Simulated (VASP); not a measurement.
Wanted: the native input for a VASP 6.6.1 run.

* Task: G0W0 quasiparticle levels
* Functional: PBE
* Potentials or basis: VASP PAW PBE potentials, release 64 (Pt_GW, S_GW)
* Cutoff: 520 eV
* k mesh: 5 × 5 × 3
* Occupations: gaussian, width 0.01 eV
* Spin: no spin polarisation
* GW scheme: G0W0
* GW iterations: 1
* Cutoff of the response function: 260
* Empty bands: 328
* Frequency points: 72
* Further INCAR settings: ALGO = EVGW0; EDIFF = 1e-08; NBANDS = 339

PtS2:

```
CELL_PARAMETERS angstrom
3.54320 0.00000 0.00000
-1.77160 3.06850 0.00000
0.00000 0.00000 5.03880
ATOMIC_POSITIONS crystal
Pt 0.00000 0.00000 0.00000
S 0.66667 0.33333 0.77300
S 0.33333 0.66667 0.22700
```

The input as run:

POSCAR

```
PtS2
1.0
    3.5432000000      0.0000000000      0.0000000000
   -1.7716000000      3.0685012107      0.0000000000
    0.0000000000      0.0000000000      5.0388000000
Pt S
1 2
Direct
    0.0000000000      0.0000000000      0.0000000000
    0.6666666667      0.3333333333      0.7730000000
    0.3333333333      0.6666666667      0.2270000000
```

INCAR.step1

```
SYSTEM = PtS2
ALGO     = Normal         ! electronic algorithm
EDIFF    = 1E-8           ! SCF threshold, eV
ENCUT    = 520            ! plane-wave cutoff, eV
GGA      = PE             ! functional
ISMEAR   = 0              ! smearing method
LASPH    = .TRUE.         ! aspherical terms in the spheres
LCHARG   = .FALSE.        ! write CHGCAR
LREAL    = .FALSE.        ! projectors in reciprocal space
LWAVE    = .TRUE.         ! write WAVECAR
NELM     = 100            ! most SCF steps
PREC     = Accurate       ! precision mode
SIGMA    = 0.01           ! smearing width, eV
```

INCAR.step2

```
SYSTEM = PtS2
ALGO     = Exact          ! electronic algorithm
EDIFF    = 1E-8           ! SCF threshold, eV
ENCUT    = 520            ! plane-wave cutoff, eV
GGA      = PE             ! functional
ISMEAR   = 0              ! smearing method
ISTART   = 1            
LASPH    = .TRUE.         ! aspherical terms in the spheres
LCHARG   = .FALSE.        ! write CHGCAR
LOPTICS  = .TRUE.         ! frequency-dependent dielectric function
LREAL    = .FALSE.        ! projectors in reciprocal space
LWAVE    = .TRUE.         ! write WAVECAR
NBANDS   = 339            ! bands
NELM     = 1              ! most SCF steps
PREC     = Accurate       ! precision mode
SIGMA    = 0.01           ! smearing width, eV
```

INCAR.step3

```
SYSTEM = PtS2
ALGO     = EVGW0          ! electronic algorithm
EDIFF    = 1E-8           ! SCF threshold, eV
ENCUT    = 520            ! plane-wave cutoff, eV
ENCUTGW  = 260            ! cutoff of the response function
GGA      = PE             ! functional
ISMEAR   = 0              ! smearing method
ISTART   = 1            
LASPH    = .TRUE.         ! aspherical terms in the spheres
LCHARG   = .FALSE.        ! write CHGCAR
LREAL    = .FALSE.        ! projectors in reciprocal space
LWAVE    = .FALSE.        ! write WAVECAR
NBANDS   = 339            ! bands
NBANDSGW = 19           
NELMGW   = 1            
NOMEGA   = 72             ! frequency points
PREC     = Accurate       ! precision mode
PRECFOCK = Fast         
SIGMA    = 0.01           ! smearing width, eV
```

KPOINTS

```
k-points
0
G
  5 5 3
  0 0 0
```

Potentials or basis: VASP PAW PBE potentials, release 64 (Pt_GW, S_GW).

The run is started by

```sh
$ cat potpaw_PBE.64/Pt_GW/POTCAR potpaw_PBE.64/S_GW/POTCAR > POTCAR
$ cp INCAR.step1 INCAR
$ mpirun -np 1 vasp_std > vasp.out
$ cp INCAR.step2 INCAR
$ mpirun -np 1 vasp_std > vasp.out
$ cp INCAR.step3 INCAR
$ mpirun -np 1 vasp_std > vasp.out
```

It gave:

* Band gap on the k mesh, mean-field level: 1.31 eV, indirect (least direct gap 1.41 eV)
* Quasiparticle gap: 1.76 eV
* Least direct quasiparticle gap: 1.94 eV

Caveat: bands, screening cutoff and mesh are small and nothing is extrapolated, so the quasiparticle values aren't converged; spin-orbit coupling is left out, which moves the levels of the heavy elements; an odd mesh through Γ misses points on the zone boundary, where band edges often lie.

It took 21 min on 1 thread of Intel(R) Xeon(R) 6975P-C (Granite Rapids), with other jobs on the host, peak memory 1.5 GiB.
